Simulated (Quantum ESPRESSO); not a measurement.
# Te2Mo in Quantum ESPRESSO: notebook

The runs below take Te2Mo through single point, equation of state, with LDA.

All numbers are computed with Quantum ESPRESSO 7.5; they aren't measurements. Logs are shortened: lines on timing, memory, paths and dates and some standing lists are left out, and cuts for length are marked.

### Step 1. The structure

The cell holds a slab with vacuum, 6 atoms: a = 6.362 Å, b = 3.480 Å, c = 36.176 Å, α = 90.00°, β = 90.14°, γ = 90.00°.

### Step 2. Single point, LDA, 125.49 Å³/atom

pw.in reads:

```
&CONTROL
  calculation = 'scf'
  prefix = 'pwscf'
  outdir = './tmp'
  pseudo_dir = './pseudo'
  tstress = .true.
  disk_io = 'nowf'
/
&SYSTEM
  ibrav = 0
  nat = 6
  ntyp = 2
  ecutwfc = 45
  ecutrho = 360
  nbnd = 36
  occupations = 'smearing'
  smearing = 'fd'
  degauss = 0.00367493
/
&ELECTRONS
  conv_thr = 1.2d-09
  electron_maxstep = 120
  mixing_beta = 0.5
/
ATOMIC_SPECIES
Te   127.6000 te_lda_v1.uspp.F.UPF
Mo    95.9500 mo_lda_v1.uspp.F.UPF
CELL_PARAMETERS angstrom
   6.2317438208    0.0000000000    0.0000000000
   0.0000000000    3.4093544903    0.0000000000
  -0.0839909111    0.0000000000   35.4373997734
ATOMIC_POSITIONS crystal
Te     0.4292511000    0.7500000000    0.5407035800
Te     0.5707489000    0.2500000000    0.4592964200
Te     0.9208478700    0.2500000000    0.5565273200
Te     0.0791521300    0.7500000000    0.4434726800
Mo     0.1813475600    0.2500000000    0.4974653700
Mo     0.8186524400    0.7500000000    0.5025346300
K_POINTS automatic
2 4 1 0 0 0
```

Potentials or basis: GBRV 1.5 LDA.

Command:

```console
$ OMP_NUM_THREADS=1 mpirun -n 2 pw.x -in pw.in > pw.out
```

pw.out:

```text
This program is part of the open-source Quantum ESPRESSO suite
     for quantum simulation of materials; please cite
         "P. Giannozzi et al., J. Phys.:Condens. Matter 21 395502 (2009);
         "P. Giannozzi et al., J. Phys.:Condens. Matter 29 465901 (2017);
         "P. Giannozzi et al., J. Chem. Phys. 152 154105 (2020);
     in publications or presentations arising from this work. More details at

     Message from routine setup:
     using ibrav=0 with symmetry is DISCOURAGED, use correct ibrav instead

     Subspace diagonalization in iterative solution of the eigenvalue problem:
     a serial algorithm will be used

     --------------------
     sticks:   dense  smooth     PW     G-vecs:    dense   smooth      PW
     Min        1088     546    162               293207   103662   16498
     Max        1089     547    163               293242   103663   16509
     Sum        2177    1093    325               586449   207325   33007

     Using Slab Decomposition

     bravais-lattice index     =            0
     lattice parameter (alat)  =      11.7763  a.u.
     unit-cell volume          =    5080.8948 (a.u.)^3
     number of atoms/cell      =            6
     number of atomic types    =            2
     number of electrons       =        52.00
     number of Kohn-Sham states=           36
     kinetic-energy cutoff     =      45.0000  Ry
     charge density cutoff     =     360.0000  Ry
     scf convergence threshold =      1.2E-09
     mixing beta               =       0.5000
     number of iterations used =            8  plain     mixing
     Exchange-correlation= SLA  PZ   NOGX NOGC
                           (   1   1   0   0   0   0   0)

     celldm(1)=  11.776289  celldm(2)=   0.000000  celldm(3)=   0.000000
     celldm(4)=   0.000000  celldm(5)=   0.000000  celldm(6)=   0.000000

     crystal axes: (cart. coord. in units of alat)
               a(1) = (   1.000000   0.000000   0.000000 )
               a(2) = (   0.000000   0.547095   0.000000 )
               a(3) = (  -0.013478   0.000000   5.686594 )

     reciprocal axes: (cart. coord. in units 2 pi/alat)
               b(1) = (  1.000000 -0.000000  0.002370 )
               b(2) = (  0.000000  1.827837 -0.000000 )
               b(3) = (  0.000000  0.000000  0.175852 )

     PseudoPot. # 1 for Te read from file:
     te_lda_v1.uspp.F.UPF
     Pseudo is Ultrasoft + core correction, Zval =  6.0
     Generated by new atomic code, or converted to UPF format
     Using radial grid of  891 points,  5 beta functions with:
                l(1) =   0
                l(2) =   0
                l(3) =   1
                l(4) =   1
                l(5) =   2
     Q(r) pseudized with  6 coefficients,  rinner =    1.800   1.800   1.800
                                                       1.800   1.800

     PseudoPot. # 2 for Mo read from file:
     mo_lda_v1.uspp.F.UPF
     Pseudo is Ultrasoft + core correction, Zval = 14.0
     Generated by new atomic code, or converted to UPF format
     Using radial grid of  889 points,  6 beta functions with:
                l(1) =   0
                l(2) =   0
                l(3) =   1
                l(4) =   1
                l(5) =   2
                l(6) =   2
     Q(r) pseudized with  6 coefficients,  rinner =    1.000   1.000   1.000
                                                       1.000   1.000

     atomic species   valence    mass     pseudopotential
     Te                6.00   127.60000     Te( 1.00)
     Mo               14.00    95.95000     Mo( 1.00)

      4 Sym. Ops., with inversion, found ( 2 have fractional translation)

   Cartesian axes

     site n.     atom                  positions (alat units)
         1        Te     tau(   1) = (   0.4219635   0.4103211   3.0747620  )
         2        Te     tau(   2) = (   0.5645585   0.1367737   2.6118325  )
         3        Te     tau(   3) = (   0.9133470   0.1367737   3.1647452  )
         4        Te     tau(   4) = (   0.0731750   0.4103211   2.5218493  )
         5        Mo     tau(   5) = (   0.1746428   0.1367737   2.8288838  )
         6        Mo     tau(   6) = (   0.8118793   0.4103211   2.8577106  )

     number of k points=     6  Fermi-Dirac smearing, width (Ry)=  0.0037
                       cart. coord. in units 2pi/alat
        k(    1) = (   0.0000000   0.0000000   0.0000000), wk =   0.2500000
        k(    2) = (   0.0000000   0.4569592   0.0000000), wk =   0.5000000
        k(    3) = (   0.0000000  -0.9139184   0.0000000), wk =   0.2500000
        k(    4) = (  -0.5000000   0.0000000  -0.0011851), wk =   0.2500000
        k(    5) = (  -0.5000000   0.4569592  -0.0011851), wk =   0.5000000
        k(    6) = (  -0.5000000  -0.9139184  -0.0011851), wk =   0.2500000

     Dense  grid:   586449 G-vectors     FFT dimensions: (  72,  40, 405)

     Smooth grid:   207325 G-vectors     FFT dimensions: (  54,  30, 288)

     Initial potential from superposition of free atoms

     starting charge      51.9976, renormalised to      52.0000

     negative rho (up, down):  4.171E-03 0.000E+00
     Starting wfcs are   42 randomized atomic wfcs

     Self-consistent Calculation

     iteration #  1     ecut=    45.00 Ry     beta= 0.50
     Davidson diagonalization with overlap
     ethr =  1.00E-02,  avg # of iterations =  4.3

     negative rho (up, down):  3.861E-03 0.000E+00

     total energy              =    -384.15354033 Ry
     estimated scf accuracy    <       1.85261950 Ry

     iteration #  2     ecut=    45.00 Ry     beta= 0.50
     Davidson diagonalization with overlap
     ethr =  3.56E-03,  avg # of iterations =  5.8

     negative rho (up, down):  1.229E-03 0.000E+00

     total energy              =    -383.44925043 Ry
     estimated scf accuracy    <      17.35091214 Ry

     iteration #  3     ecut=    45.00 Ry     beta= 0.50
     Davidson diagonalization with overlap
     ethr =  3.56E-03,  avg # of iterations =  3.7

     negative rho (up, down):  1.360E-03 0.000E+00

     total energy              =    -385.22684802 Ry
     estimated scf accuracy    <       0.18014894 Ry

     iteration #  4     ecut=    45.00 Ry     beta= 0.50
     Davidson diagonalization with overlap
     ethr =  3.46E-04,  avg # of iterations =  5.2

     negative rho (up, down):  1.693E-03 0.000E+00

     total energy              =    -385.23168856 Ry
     estimated scf accuracy    <       0.03649486 Ry

     iteration #  5     ecut=    45.00 Ry     beta= 0.50
     Davidson diagonalization with overlap
     ethr =  7.02E-05,  avg # of iterations =  6.0

     negative rho (up, down):  2.124E-03 0.000E+00

     total energy              =    -385.23664401 Ry
     estimated scf accuracy    <       0.00310877 Ry

     iteration #  6     ecut=    45.00 Ry     beta= 0.50
     Davidson diagonalization with overlap
     ethr =  5.98E-06,  avg # of iterations =  6.2

     negative rho (up, down):  3.108E-03 0.000E+00

     total energy              =    -385.23715996 Ry
     estimated scf accuracy    <       0.00037078 Ry

     iteration #  7     ecut=    45.00 Ry     beta= 0.50
     Davidson diagonalization with overlap
     ethr =  7.13E-07,  avg # of iterations =  8.8

     negative rho (up, down):  3.311E-03 0.000E+00

     total energy              =    -385.23722717 Ry
     estimated scf accuracy    <       0.00009637 Ry

     iteration #  8     ecut=    45.00 Ry     beta= 0.50
     Davidson diagonalization with overlap
     ethr =  1.85E-07,  avg # of iterations =  1.8

     negative rho (up, down):  3.503E-03 0.000E+00

     total energy              =    -385.23724034 Ry
     estimated scf accuracy    <       0.00000313 Ry

     iteration #  9     ecut=    45.00 Ry     beta= 0.50
     Davidson diagonalization with overlap
     ethr =  6.03E-09,  avg # of iterations =  4.8

     negative rho (up, down):  3.597E-03 0.000E+00

     total energy              =    -385.23724212 Ry
     estimated scf accuracy    <       0.00000329 Ry

     iteration # 10     ecut=    45.00 Ry     beta= 0.50
     Davidson diagonalization with overlap
     ethr =  6.03E-09,  avg # of iterations =  1.3

     negative rho (up, down):  3.603E-03 0.000E+00

     total energy              =    -385.23724246 Ry
     estimated scf accuracy    <       0.00000004 Ry

     iteration # 11     ecut=    45.00 Ry     beta= 0.50
     Davidson diagonalization with overlap
     ethr =  7.84E-11,  avg # of iterations =  4.8

     negative rho (up, down):  3.604E-03 0.000E+00

     total energy              =    -385.23724250 Ry
     estimated scf accuracy    <          7.7E-09 Ry

     iteration # 12     ecut=    45.00 Ry     beta= 0.50
     Davidson diagonalization with overlap
     ethr =  1.47E-11,  avg # of iterations =  2.0

     negative rho (up, down):  3.605E-03 0.000E+00

     total energy              =    -385.23724250 Ry
     estimated scf accuracy    <          2.7E-09 Ry

     iteration # 13     ecut=    45.00 Ry     beta= 0.50
     Davidson diagonalization with overlap
     ethr =  5.11E-12,  avg # of iterations =  2.0

     negative rho (up, down):  3.606E-03 0.000E+00

     End of self-consistent calculation

          k = 0.0000 0.0000 0.0000 ( 25917 PWs)   bands (ev):

   -62.7277 -62.6523 -37.0779 -36.9877 -36.9667 -36.8108 -36.7868 -36.5935
   -15.1400 -14.0614 -13.1863 -12.9877  -7.8520  -7.0791  -6.8090  -6.0579
    -4.7086  -4.5100  -4.3882  -3.9810  -3.6826  -3.2519  -2.9015  -2.5144
    -2.2008  -1.6712  -1.2135  -0.6803  -0.0921   0.3073   0.5677   1.6044
     1.7812   1.8104   2.1226   2.3601

          k = 0.0000 0.4570 0.0000 ( 25934 PWs)   bands (ev):

   -62.7128 -62.6593 -37.0884 -37.0697 -36.9398 -36.8624 -36.7554 -36.6050
   -14.4160 -13.6282 -12.8984 -12.5654  -7.2183  -6.8566  -6.2073  -6.0057
    -5.7965  -5.0805  -4.8938  -4.7451  -4.0383  -3.7792  -3.7580  -3.2601
    -2.8239  -2.2517  -1.7365  -0.7805  -0.2901   0.2059   0.3046   0.4316
     1.2594   1.5787   2.8929   3.1899

          k = 0.0000-0.9139 0.0000 ( 26014 PWs)   bands (ev):

   -62.6821 -62.6821 -37.1329 -37.1329 -36.8985 -36.8985 -36.6769 -36.6769
   -12.9798 -12.9798 -12.6490 -12.6490  -7.0942  -7.0942  -6.8181  -6.8181
    -5.8178  -5.8178  -4.7135  -4.7135  -4.6077  -4.6077  -3.5539  -3.5539
    -3.3412  -3.3412  -0.6578  -0.6578  -0.3560  -0.3560   0.1961   0.1961
     2.0060   2.0060   3.6502   3.6504

          k =-0.5000 0.0000-0.0012 ( 25794 PWs)   bands (ev):

   -62.7274 -62.6526 -37.0676 -36.9866 -36.9666 -36.8121 -36.7879 -36.6035
   -14.4432 -14.3075 -13.7788 -13.2496  -6.9466  -6.8539  -6.6005  -5.4247
    -5.0023  -4.3689  -4.1500  -4.1282  -4.0502  -3.2702  -3.2180  -2.7323
    -2.7170  -2.5781  -1.8172  -0.6996  -0.3915   0.0756   1.0993   1.1949
     1.5608   2.1075   2.7226   3.0542

          k =-0.5000 0.4570-0.0012 ( 25882 PWs)   bands (ev):

   -62.7125 -62.6596 -37.0863 -37.0725 -36.9391 -36.8627 -36.7513 -36.6089
   -13.8012 -13.7362 -13.4247 -12.8397  -6.4669  -6.4201  -6.2951  -6.0085
    -5.9950  -5.4622  -4.9544  -4.7819  -3.9719  -3.6998  -3.3504  -3.3080
    -3.0223  -2.5664  -1.4470  -1.0303  -0.3481   0.0098   0.1845   0.6635
     0.6646   1.7528   3.6198   3.8198

          k =-0.5000-0.9139-0.0012 ( 25972 PWs)   bands (ev):

   -62.6821 -62.6821 -37.1375 -37.1375 -36.8977 -36.8977 -36.6727 -36.6727
   -13.0209 -13.0209 -12.5453 -12.5453  -7.9611  -7.9611  -6.8297  -6.8297
    -5.3307  -5.3307  -4.4233  -4.4233  -4.3400  -4.3400  -3.6831  -3.6831
    -2.7429  -2.7429  -0.7311  -0.7311   0.1034   0.1034   0.5481   0.5481
     1.8242   1.8242   2.7569   2.7569

     the Fermi energy is    -1.8075 ev

!    total energy              =    -385.23724250 Ry
     estimated scf accuracy    <          8.8E-11 Ry
     smearing contrib. (-TS)   =      -0.00176730 Ry
     internal energy E=F+TS    =    -385.23547520 Ry

     The total energy is F=E-TS. E is the sum of the following terms:
     one-electron contribution =   -3908.51243013 Ry
     hartree contribution      =    1952.32276699 Ry
     xc contribution           =     -96.47303777 Ry
     ewald contribution        =    1667.42722572 Ry

     convergence has been achieved in  13 iterations

     Computing stress (Cartesian axis) and pressure

     negative rho (up, down):  3.606E-03 0.000E+00
          total   stress  (Ry/bohr**3)                   (kbar)     P=        5.25
   0.00004099   0.00000000   0.00000044            6.03        0.00        0.06
   0.00000000  -0.00000083   0.00000000            0.00       -0.12        0.00
   0.00000044   0.00000000   0.00006689            0.06        0.00        9.84

=------------------------------------------------------------------------------=
   JOB DONE.
=------------------------------------------------------------------------------=
```

Wall time 1.9 min (2 MPI ranks of Arm Neoverse V2, shared host); peak memory 2.2 GiB.

Results:

```
Free energy            : -5241.4197 eV
Band gap on the k mesh : none (metal or under the smearing width)
```

Caveat: the k mesh is coarse (spacing up to 0.50 Å⁻¹), so the values aren't converged.

### Step 3. Single point, LDA, 128.16 Å³/atom

Edit pw.in of step 2 so:

```diff
@@ -28,5 +28,5 @@
 CELL_PARAMETERS angstrom
-   6.2317438208    0.0000000000    0.0000000000
-   0.0000000000    3.4093544903    0.0000000000
-  -0.0839909111    0.0000000000   35.4373997734
+   6.2756307866    0.0000000000    0.0000000000
+   0.0000000000    3.4333648200    0.0000000000
+  -0.0845824159    0.0000000000   35.6869671492
 ATOMIC_POSITIONS crystal
```

Potentials or basis: GBRV 1.5 LDA.

Command:

```console
$ OMP_NUM_THREADS=1 mpirun -n 2 pw.x -in pw.in > pw.out
```

Wall time 1.9 min (2 MPI ranks of Arm Neoverse V2, shared host); peak memory 2.2 GiB.

The run converged. Its results:

* Free energy: -5241.4508 eV
* Band gap on the k mesh: none (metal or under the smearing width)

Caveat: the k mesh is coarse (spacing up to 0.50 Å⁻¹), so the values aren't converged.

### Step 4. Single point, LDA, 130.82 Å³/atom

Edit pw.in of step 3 so:

```diff
@@ -28,5 +28,5 @@
 CELL_PARAMETERS angstrom
-   6.2756307866    0.0000000000    0.0000000000
-   0.0000000000    3.4333648200    0.0000000000
-  -0.0845824159    0.0000000000   35.6869671492
+   6.3189123666    0.0000000000    0.0000000000
+   0.0000000000    3.4570439464    0.0000000000
+  -0.0851657613    0.0000000000   35.9330919416
 ATOMIC_POSITIONS crystal
```

Command:

```console
$ OMP_NUM_THREADS=1 mpirun -n 2 pw.x -in pw.in > pw.out
```

Run time: 1.9 min. Hardware: 2 MPI ranks of Arm Neoverse V2, shared host; peak memory 2.3 GiB.

Results (log left out):

```yaml
Free_energy: -5241.4380 eV
Band_gap_on_the_k_mesh: none (metal or under the smearing width)
```

Caveat: the k mesh is coarse (spacing up to 0.50 Å⁻¹), so the values aren't converged.

### Step 5. Single point, LDA, 133.49 Å³/atom

Edit pw.in of step 4 so:

```diff
@@ -28,5 +28,5 @@
 CELL_PARAMETERS angstrom
-   6.3189123666    0.0000000000    0.0000000000
-   0.0000000000    3.4570439464    0.0000000000
-  -0.0851657613    0.0000000000   35.9330919416
+   6.3616090156    0.0000000000    0.0000000000
+   0.0000000000    3.4804030600    0.0000000000
+  -0.0857412231    0.0000000000   36.1758904685
 ATOMIC_POSITIONS crystal
```

Command:

```console
$ OMP_NUM_THREADS=1 mpirun -n 2 pw.x -in pw.in > pw.out
```

It took 1.9 min on 2 MPI ranks of Arm Neoverse V2, shared host; peak memory 2.3 GiB.

Results (log left out):

| Property | Result |
| --- | --- |
| Free energy | -5241.3860 eV |
| Band gap on the k mesh | none (metal or under the smearing width) |

Caveat: the k mesh is coarse (spacing up to 0.49 Å⁻¹), so the values aren't converged.

### Step 6. Single point, LDA, 136.16 Å³/atom

Edit pw.in of step 5 so:

```diff
@@ -28,5 +28,5 @@
 CELL_PARAMETERS angstrom
-   6.3616090156    0.0000000000    0.0000000000
-   0.0000000000    3.4804030600    0.0000000000
-  -0.0857412231    0.0000000000   36.1758904685
+   6.4037401044    0.0000000000    0.0000000000
+   0.0000000000    3.5034527586    0.0000000000
+  -0.0863090623    0.0000000000   36.4154728842
 ATOMIC_POSITIONS crystal
```

Potentials or basis: GBRV 1.5 LDA.

Command:

```console
$ OMP_NUM_THREADS=1 mpirun -n 2 pw.x -in pw.in > pw.out
```

Run time: 1.9 min. Hardware: 2 MPI ranks of Arm Neoverse V2, shared host; peak memory 2.3 GiB.

Results (log left out):

| Quantity | Value |
| --- | --- |
| Free energy | -5241.2991 eV |
| Band gap on the k mesh | none (metal or under the smearing width) |

Caveat: the k mesh is coarse (spacing up to 0.49 Å⁻¹), so the values aren't converged.

### Step 7. Single point, LDA, 138.83 Å³/atom

Edit pw.in of step 6 so:

```diff
@@ -28,5 +28,5 @@
 CELL_PARAMETERS angstrom
-   6.4037401044    0.0000000000    0.0000000000
-   0.0000000000    3.5034527586    0.0000000000
-  -0.0863090623    0.0000000000   36.4154728842
+   6.4453239976    0.0000000000    0.0000000000
+   0.0000000000    3.5262030893    0.0000000000
+  -0.0868695265    0.0000000000   36.6519436197
 ATOMIC_POSITIONS crystal
```

Command:

```console
$ OMP_NUM_THREADS=1 mpirun -n 2 pw.x -in pw.in > pw.out
```

It took 2 min on 2 MPI ranks of Arm Neoverse V2, shared host; peak memory 2.4 GiB.

Results (log left out):

```yaml
Free_energy: -5241.1812 eV
Band_gap_on_the_k_mesh: none (metal or under the smearing width)
```

Caveat: the k mesh is coarse (spacing up to 0.49 Å⁻¹), so the values aren't converged.

### Step 8. Single point, LDA, 141.50 Å³/atom

Edit pw.in of step 7 so:

```diff
@@ -28,5 +28,5 @@
 CELL_PARAMETERS angstrom
-   6.4453239976    0.0000000000    0.0000000000
-   0.0000000000    3.5262030893    0.0000000000
-  -0.0868695265    0.0000000000   36.6519436197
+   6.4863781235    0.0000000000    0.0000000000
+   0.0000000000    3.5486635872    0.0000000000
+  -0.0874228505    0.0000000000   36.8854017842
 ATOMIC_POSITIONS crystal
```

Command:

```console
$ OMP_NUM_THREADS=1 mpirun -n 2 pw.x -in pw.in > pw.out
```

It took 1.9 min on 2 MPI ranks of Arm Neoverse V2, shared host; peak memory 2.4 GiB.

Results (log left out):

| Quantity | Value |
| --- | --- |
| Free energy | -5241.0357 eV |
| Band gap on the k mesh | none (metal or under the smearing width) |

Caveat: the k mesh is coarse (spacing up to 0.48 Å⁻¹), so the values aren't converged.

### Step 9. Equation of state, LDA

Potentials or basis: GBRV 1.5 LDA.

No new run: the results of the series are fitted here.

What came out:

| Item | Value |
| --- | --- |
| Equilibrium volume | 128.66 Å³/atom |
| Bulk modulus at fixed shape and positions | 21 GPa |
| Pressure derivative of the bulk modulus | 4.6 |

Energy against volume, from the lowest point:
| volume (Å³/atom) | energy (meV/atom) |
| --- | --- |
| 125.485 | 5.19 |
| 128.155 | 0.00 |
| 130.825 | 2.14 |
| 133.495 | 10.81 |
| 136.165 | 25.29 |
| 138.835 | 44.94 |
| 141.505 | 69.19 |

Caveat: the k mesh is coarse (spacing up to 0.49 Å⁻¹), so the values aren't converged; the cell was scaled at fixed shape and fractional positions, which overstates the stiffness of a crystal with free parameters, most of all of layers and chains. Spin-orbit coupling is left out, which matters for the levels of Te.
